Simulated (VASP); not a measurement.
A VASP 6.6.1 single-point calculation on HgTe

INCAR

```
ISMEAR = 0
LREAL = .FALSE.
ENCUT = 520
NELM = 89
SIGMA = 0.005
LASPH = .TRUE.
GGA = PE
NBANDS = 16
ISIF = 2
LCHARG = .FALSE.
IBRION = -1
EDIFF = 1E-7
PREC = Medium
LWAVE = .FALSE.
NSW = 0
```

KPOINTS

```
KPOINTS created by Atomic Simulation Environment
0
Gamma
6 6 6
0 0 0
```

POSCAR

```
Hg Te
 1.0000000000000000
     0.0000000000000000    3.3549410439999998    3.3549410439999998
     3.3549410439999998    0.0000000000000000    3.3549410439999998
     3.3549410439999998    3.3549410439999998    0.0000000000000000
 Hg  Te
   1   1
Cartesian
  0.0000000000000000  0.0000000000000000  0.0000000000000000
  1.6774705220000004  1.6774705220000004  1.6774705220000004
```

The recommended PBE PAW datasets give the neutral cell 18 valence electrons.

Command

```
mpirun -np 1 vasp_std
```

How does this run end, and what does it give?

It converged. Results: gap between bands v and c on the k mesh 0.00 eV; least direct gap on the k mesh 0.00 eV; pressure -0.8 GPa. Band v is the last that the valence electrons fill when counted band by band, and c is the next.

OSZICAR

```
N       E                     dE             d eps       ncg     rms          rms(c)
DAV:   1     0.103348934495E+03    0.10335E+03   -0.78537E+03   512   0.956E+02
DAV:   2    -0.305146842168E-01   -0.10338E+03   -0.96988E+02   592   0.222E+02
DAV:   3    -0.380115176550E+01   -0.37706E+01   -0.37631E+01   616   0.440E+01
DAV:   4    -0.383765741139E+01   -0.36506E-01   -0.36500E-01   776   0.388E+00
DAV:   5    -0.383775083769E+01   -0.93426E-04   -0.93426E-04   640   0.194E-01    0.597E+00
DAV:   6    -0.364351858322E+01    0.19423E+00   -0.38215E-01   592   0.771E+00    0.489E+00
DAV:   7    -0.363798986768E+01    0.55287E-02   -0.82504E-02   568   0.188E+00    0.200E+00
DAV:   8    -0.363767585479E+01    0.31401E-03   -0.79282E-03   584   0.978E-01    0.422E-01
DAV:   9    -0.363771336858E+01   -0.37514E-04   -0.71119E-04   648   0.288E-01    0.824E-02
DAV:  10    -0.363774408433E+01   -0.30716E-04   -0.88155E-05   608   0.809E-02    0.426E-02
DAV:  11    -0.363775782528E+01   -0.13741E-04   -0.22728E-05   592   0.307E-02    0.166E-02
DAV:  12    -0.363775751172E+01    0.31355E-06   -0.27987E-06   608   0.992E-03    0.124E-02
DAV:  13    -0.363775749268E+01    0.19043E-07   -0.20253E-07   584   0.244E-03
   1 F= -.36377575E+01 E0= -.36377396E+01  d E =-.357088E-04
```

For comparison, a separate PBE run of the intended cell, on usual settings and not on those above, gives a gap of 0.00 eV on its mesh and a pressure of -0.8 GPa.
